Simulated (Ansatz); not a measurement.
## A convergence test on CdSe (Cadmoselite): k mesh of the density

Aim: see how gap, energy and time of CdSe (Cadmoselite) follow the k mesh of the density.

Calculated with Ansatz 0.2.0; DFT, PBE, plane waves, PAW.

Most raw output is cut from this account.

The database entry behind the starting cell differs from later determinations by our own check (inner coordinate of an old entry), so it need not match the best structure at ambient conditions.

**1. Set-up**

Symmetry: P6_3mc, No. 186, hexagonal system. Conventional cell: a = 4.300 Å, b = 4.300 Å, c = 7.020 Å, α = 90.00°, β = 90.00°, γ = 120.00°. Cd has 4 Se at 2.61 to 2.70 Å nearest. Nearest to Se lie 4 Cd at 2.61 to 2.70 Å. Farther neighbours and most contacts between anions are not listed.

The cell and positions come from the Crystallography Open Database and are kept as given unless a step says otherwise. The default PAW set here is soft_2. Its files were made with PBE.

**2. k mesh of the density: 3×3×2**

The input, input.yaml:

```yaml
crystal:
  lattice:
    - [4.3, 0.0, 0.0]
    - [-2.15, 3.7239092363, 0.0]
    - [0.0, 0.0, 7.02]
  atoms:
    - { symbol: Cd, position: [0.3333333333, 0.6666666667, 0.0] }
    - { symbol: Cd, position: [0.6666666667, 0.3333333333, 0.5] }
    - { symbol: Se, position: [0.3333333333, 0.6666666667, 0.385] }
    - { symbol: Se, position: [0.6666666667, 0.3333333333, 0.885] }
kpoints:
  mp_grid: { grid: [3, 3, 2] }
  band_path:
    path:
      - [0.0, 0.0, 0.0]
      - [0.5, 0.0, 0.0]
      - [0.33333333, 0.33333333, 0.0]
      - [0.0, 0.0, 0.5]
      - [0.5, 0.0, 0.5]
      - [0.33333333, 0.33333333, 0.5]
    npoints: 1
hamiltonian:
  xc: pbe
scf:
  occupations: { method: fixed }
  n_extra_bands: 5
output:
  eigenvalues: true
```

Run with:

```
$ ansatz run input.yaml --threads 3 --pin off --max-ram 92160MiB --backend cuda --events-out ev --progress --plain --runs-dir out --devices 1 --max-vram 13GiB
```

Elapsed: 10 s, on 1 × NVIDIA H100 80GB HBM3 (shared by 6 runs) with 3 threads of AMD EPYC 7R13 (Zen 3), shared host; peak memory 0.93 GiB; 4.8 s of CPU time.

This step gave:

| Property | Result |
| --- | --- |
| gap | 0.6781 eV |
| valence top at | Γ |
| conduction bottom at | Γ |
| least direct gap | 0.6781 eV |

The gap is direct, at Γ.

**3. k mesh of the density: 6×6×2**

Changes to input.yaml since step 2:

```diff
@@ -11,3 +11,3 @@
 kpoints:
-  mp_grid: { grid: [3, 3, 2] }
+  mp_grid: { grid: [6, 6, 2] }
   band_path:
```

The job ended after 11 s (1 × NVIDIA H100 80GB HBM3 (shared by 6 runs) with 3 threads; peak memory 0.93 GiB).

Numbers from this step:

| Item | Value |
| --- | --- |
| gap | 0.7030 eV |
| valence top at | Γ |
| conduction bottom at | Γ |
| least direct gap | 0.7030 eV |

The gap is 0.703 eV, +0.025 eV from the run before at this level.

**4. k mesh of the density: 6×6×4 (the default)**

input.yaml, the sections that differ from step 3:

```yaml
kpoints:
  mp_grid: { grid: [6, 6, 4] }
  band_path:
    path:
      - [[0.0, 0.0, 0.0], [0.5, 0.0, 0.0], [0.33333333, 0.33333333, 0.0], [0.0, 0.0, 0.0], [0.0, 0.0, 0.5], [0.5, 0.0, 0.5], [0.33333333, 0.33333333, 0.5], [0.0, 0.0, 0.5]]
      - [[0.5, 0.0, 0.5], [0.5, 0.0, 0.0]]
      - [[0.33333333, 0.33333333, 0.5], [0.33333333, 0.33333333, 0.0]]
    npoints: 10
scf:
  occupations: { method: fermi_dirac, width: 0.02 }
  n_extra_bands: 5
output:
  eigenvalues: true
  write_density: true
  write_potential: true
  elf: true
  volumetric_format: npy
# crystal, hamiltonian: as in step 3
```

Wall time 8.4 s (1 × NVIDIA H100 80GB HBM3 (shared by 6 runs) with 3 threads); peak memory 0.92 GiB.

This step gave:

```
gap                  : 0.7019 eV
valence top at       : Γ
conduction bottom at : Γ
least direct gap     : 0.7019 eV
```

The gap is 0.702 eV, −0.001 eV from the run before at this level.

**5. k mesh of the density: 12×12×6**

input.yaml, the sections that differ from step 4:

```yaml
kpoints:
  mp_grid: { grid: [12, 12, 6] }
  band_path:
    path:
      - [0.0, 0.0, 0.0]
      - [0.5, 0.0, 0.0]
      - [0.33333333, 0.33333333, 0.0]
      - [0.0, 0.0, 0.5]
      - [0.5, 0.0, 0.5]
      - [0.33333333, 0.33333333, 0.5]
    npoints: 1
scf:
  occupations: { method: fixed }
  n_extra_bands: 5
output:
  eigenvalues: true
# crystal, hamiltonian: as in step 4
```

Elapsed: 17 s, on 1 × NVIDIA H100 80GB HBM3 (shared by 6 runs) with 3 threads; peak memory 0.94 GiB; 22 s of CPU time.

This step gave:

```
gap                  : 0.7031 eV
valence top at       : Γ
conduction bottom at : Γ
least direct gap     : 0.7031 eV
```

The gap is 0.703 eV, +0.001 eV from the run before at this level.

**6. The series**

Differences are against the last row; a negative gap means that bands overlap, and a run with a band path holds that path's time. Times are wall times on 1 × NVIDIA H100 80GB HBM3 (shared by 6 runs) with 3 threads of AMD EPYC 7R13 (Zen 3), shared host, good to a factor of about two.

```csv
k mesh of the density,gap (eV),direct gap (eV),gap error (eV),energy error (meV/atom),irreducible k,time
3×3×2,0.678,0.678,−0.025,+55.3,6,10 s
6×6×2,0.703,0.703,−0.0002,+1.6,14,11 s
6×6×4,0.702,0.702,−0.001,+1.3,21,8.4 s
12×12×6,0.703,0.703,+0.000,+0.0,76,17 s
```

**7. What came out**

```yaml
3x3x2: 0.678 eV
6x6x2: 0.703 eV
6x6x4: 0.702 eV
12x12x6: 0.703 eV
```

What this shows: The gap holds to 0.02 eV from 6×6×2 on. At 3×3×2 the gap is off by −0.025 eV and the energy by +55 meV/atom. The gap is read over the mesh and added points near the edges, so meshes differ mainly through the density and, for a hybrid, the exchange operator.

[Paths, hosts, dates, memory and timing lines, banners, echoed tables and standing remarks are left out of the program output.]

[Logs are printed without paths, hosts, clocks, repeated set-up lines and the standing remarks that a program may print on its own settings, such as how far it seeks lower states.]

[Runs of the session that timed out or met a known fault of the program may be left out.]

[Cells called generated may have been cut or substituted from an entry of the Crystallography Open Database or the Materials Project.]

[Hosts, paths, dates, database ids (printed as entryN), source tags and the programs' standing remarks are cut or masked in the printed files.]
